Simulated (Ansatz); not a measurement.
# WSe$_{2}$: random displacements

All numbers below come from DFT LDA, scalar-relativistic, plane waves, PAW in Ansatz 0.2.0. Cutoff 420 eV, Γ-centred 12×12×2 k-points, Gaussian smearing of 0.05 eV. Spin–orbit coupling is left out, which can shift energies with elements as heavy as these. No spin polarisation. Energies are free energies at this smearing, counted from the undisturbed cell; pressure is positive in compression.

The starting cell (as given, not relaxed at this level; this form isn't the usual structure):

```
W Se
1.0
     3.31794    0.00000    0.00000
    -1.65897    2.87342    0.00000
     0.00000    0.00000   16.65814
W Se
1 2
Direct
  0.00000 0.00000 0.00000
  0.33333 0.66667 0.09979
  0.33333 0.66667 0.90021
```

The cell holds layers and no dispersion correction was added, so their binding is poorly described.

The atoms are displaced (Å, in the unstrained cell):

| atom | ux | uy | uz |
| --- | --- | --- | --- |
| W1 | -0.417 | -0.253 | -0.199 |
| Se2 | -0.040 | -0.181 | 0.135 |
| Se3 | 0.458 | 0.434 | 0.064 |

Strain (Voigt, engineering shear): (0.0237, 0.0497, 0.0433, 0.0149, 0.0043, 0.0321).

Task: What are the energy change, the stress and the forces?

Result: ΔE = 4040.6 meV/atom; stress (xx, yy, zz, yz, xz, xy; compression positive) (12.34, -2.04, 46.46, 11.12, 27.95, 5.94) GPa.
```csv
atom,Fx (eV/Å),Fy,Fz
W1,21.48,8.01,41.65
Se2,-0.11,0.19,-2.64
Se3,-21.37,-8.19,-39.01
```

Cost: 1 run of about 0.87 core-minutes, on Arm Neoverse V2 (shared hosts).